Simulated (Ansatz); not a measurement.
Geometry optimisation in Ansatz: input, command and trajectory.

```yaml
crystal:
  lattice:
    - [1.6448478173, -6.424501934, 0.0]
    - [1.6448478173, 6.424501934, 0.0]
    - [0.0, 0.0, 5.4867191969]
  atoms:
    - { symbol: S, position: [0.1534554485, 0.8465445515, 0.8692179157] }
    - { symbol: S, position: [0.6534554485, 0.3465445515, 0.6307820843] }
    - { symbol: S, position: [0.8465445515, 0.1534554485, 0.1307820843] }
    - { symbol: S, position: [0.3465445515, 0.6534554485, 0.3692179157] }
basis:
  ecutwfc: 500
kpoints:
  mp_grid: { grid: [14, 14, 8] }
hamiltonian:
  xc: r2scan
scf:
  occupations: { method: gaussian, width: 0.1 }
output:
  forces: true
  stress: true
  eigenvalues: true
relax:
  adjacent_minimum: "off"
  f_tol: 0.01
  max_steps: 60
  cell: { stress_tol: 0.1 }
```

```bash
ansatz run input.yaml --threads 1 --pin off --max-ram 2560MiB --backend cpu --events-out ev --progress --plain --runs-dir out
```

All numbers below come from DFT r2SCAN, scalar-relativistic, plane waves, PAW (Ansatz).

Of 23 frames 10 are shown, positions in Å and forces in eV/Å; the SCF threshold varies from step to step. Steps run on the plane waves of an earlier cell, with a Pulay correction in the pressure. The basis is chosen afresh for the last frame, the zero of the energies, and at times for earlier ones too; energy and pressure step there, also at an unchanged geometry. Here that happened at step 19 (-2 meV/atom, 0.1 GPa); the frames before carry an error of that size. The mark taken_back stands on steps that the optimiser undid.

```xyz
4
Lattice="1.6448 -6.4245 0.0000 1.6448 6.4245 0.0000 0.0000 0.0000 5.4867" Properties=species:S:1:pos:R:3:forces:R:3 pbc="T T T" step=1 free_energy_over_end_meV_per_atom=47.58 pressure_GPa=0.23
S     1.6448    4.4528    4.7692    0.0000   -0.0404   -0.2752
S     1.6448   -1.9717    3.4609    0.0000   -0.0404    0.2752
S     1.6448   -4.4528    0.7176    0.0000    0.0404    0.2752
S     1.6448    1.9717    2.0258    0.0000    0.0404   -0.2752
4
Lattice="1.6838 -6.3456 0.0000 1.6838 6.3456 0.0000 0.0000 0.0000 5.5374" Properties=species:S:1:pos:R:3:forces:R:3 pbc="T T T" step=3 free_energy_over_end_meV_per_atom=36.69 pressure_GPa=0.02
S     1.6838    4.3566    4.7822    0.0000    0.0184   -0.0123
S     1.6838   -1.9890    3.5239    0.0000    0.0184    0.0123
S     1.6838   -4.3566    0.7552    0.0000   -0.0184    0.0123
S     1.6838    1.9890    2.0135    0.0000   -0.0184   -0.0123
4
Lattice="1.6893 -5.6380 0.0000 1.6893 5.6380 0.0000 0.0000 0.0000 5.9459" Properties=species:S:1:pos:R:3:forces:R:3 pbc="T T T" step=6 free_energy_over_end_meV_per_atom=26.60 pressure_GPa=0.28
S     1.6893    3.9345    5.0810    0.0000   -0.0123    0.0962
S     1.6893   -1.7035    3.8378    0.0000   -0.0123   -0.0962
S     1.6893   -3.9345    0.8649    0.0000    0.0123   -0.0962
S     1.6893    1.7035    2.1080    0.0000    0.0123    0.0962
4
Lattice="1.7024 -5.1455 0.0000 1.7024 5.1455 0.0000 0.0000 0.0000 6.1654" Properties=species:S:1:pos:R:3:forces:R:3 pbc="T T T" step=8 free_energy_over_end_meV_per_atom=23.41 pressure_GPa=0.34
S     1.7024    3.5722    5.2419    0.0000   -0.0047    0.0367
S     1.7024   -1.5733    4.0062    0.0000   -0.0047   -0.0367
S     1.7024   -3.5722    0.9235    0.0000    0.0047   -0.0367
S     1.7024    1.5733    2.1592    0.0000    0.0047    0.0367
4
Lattice="1.8288 -4.3763 0.0000 1.8288 4.3763 0.0000 0.0000 0.0000 6.8257" Properties=species:S:1:pos:R:3:forces:R:3 pbc="T T T" step=11 free_energy_over_end_meV_per_atom=23.39 pressure_GPa=0.04 taken_back
S     1.8288    3.0416    5.6265    0.0000    0.0250    0.4376
S     1.8288   -1.3347    4.6120    0.0000    0.0250   -0.4376
S     1.8288   -3.0416    1.1991    0.0000   -0.0250   -0.4376
S     1.8288    1.3347    2.2137    0.0000   -0.0250    0.4376
4
Lattice="1.7815 -4.4280 0.0000 1.7815 4.4280 0.0000 0.0000 0.0000 6.8084" Properties=species:S:1:pos:R:3:forces:R:3 pbc="T T T" step=13 free_energy_over_end_meV_per_atom=5.55 pressure_GPa=0.02
S     1.7815    3.1101    5.6578    0.0000   -0.0053    0.0196
S     1.7815   -1.3179    4.5547    0.0000   -0.0053   -0.0196
S     1.7815   -3.1101    1.1505    0.0000    0.0053   -0.0196
S     1.7815    1.3179    2.2536    0.0000    0.0053    0.0196
4
Lattice="1.7759 -3.7017 0.0000 1.7759 3.7017 0.0000 0.0000 0.0000 7.5462" Properties=species:S:1:pos:R:3:forces:R:3 pbc="T T T" step=16 free_energy_over_end_meV_per_atom=9.49 pressure_GPa=-0.31 taken_back
S     1.7759    2.5790    6.2210    0.0000   -0.0254   -0.3417
S     1.7759   -1.1227    5.0983    0.0000   -0.0254    0.3417
S     1.7759   -2.5790    1.3252    0.0000    0.0254    0.3417
S     1.7759    1.1227    2.4479    0.0000    0.0254   -0.3417
4
Lattice="1.7854 -3.9501 0.0000 1.7854 3.9501 0.0000 0.0000 0.0000 7.2707" Properties=species:S:1:pos:R:3:forces:R:3 pbc="T T T" step=18 free_energy_over_end_meV_per_atom=3.39 pressure_GPa=-0.02
S     1.7854    2.7331    5.9996    0.0000   -0.0017   -0.0031
S     1.7854   -1.2170    4.9064    0.0000   -0.0017    0.0031
S     1.7854   -2.7331    1.2711    0.0000    0.0017    0.0031
S     1.7854    1.2170    2.3643    0.0000    0.0017   -0.0031
4
Lattice="1.7890 -3.8083 0.0000 1.7890 3.8083 0.0000 0.0000 0.0000 7.5198" Properties=species:S:1:pos:R:3:forces:R:3 pbc="T T T" step=21 free_energy_over_end_meV_per_atom=0.14 pressure_GPa=0.01
S     1.7890    2.6196    6.1819    0.0000    0.0034    0.0288
S     1.7890   -1.1887    5.0979    0.0000    0.0034   -0.0288
S     1.7890   -2.6196    1.3379    0.0000   -0.0034   -0.0288
S     1.7890    1.1887    2.4220    0.0000   -0.0034    0.0288
4
Lattice="1.7866 -3.7867 0.0000 1.7866 3.7867 0.0000 0.0000 0.0000 7.6005" Properties=species:S:1:pos:R:3:forces:R:3 pbc="T T T" step=23 free_energy_over_end_meV_per_atom=0.00 pressure_GPa=0.01
S     1.7866    2.6132    6.2439    0.0000   -0.0016   -0.0021
S     1.7866   -1.1735    5.1569    0.0000   -0.0016    0.0021
S     1.7866   -2.6132    1.3566    0.0000    0.0016    0.0021
S     1.7866    1.1735    2.4437    0.0000    0.0016   -0.0021
```

It took 12 min on 1 thread of Intel(R) Xeon(R) 6975P-C (Granite Rapids), with other jobs on the host, peak memory 1.1 GiB.

The cell holds chains, and r2SCAN describes their binding at middle range but leaves out its long-range dispersion part.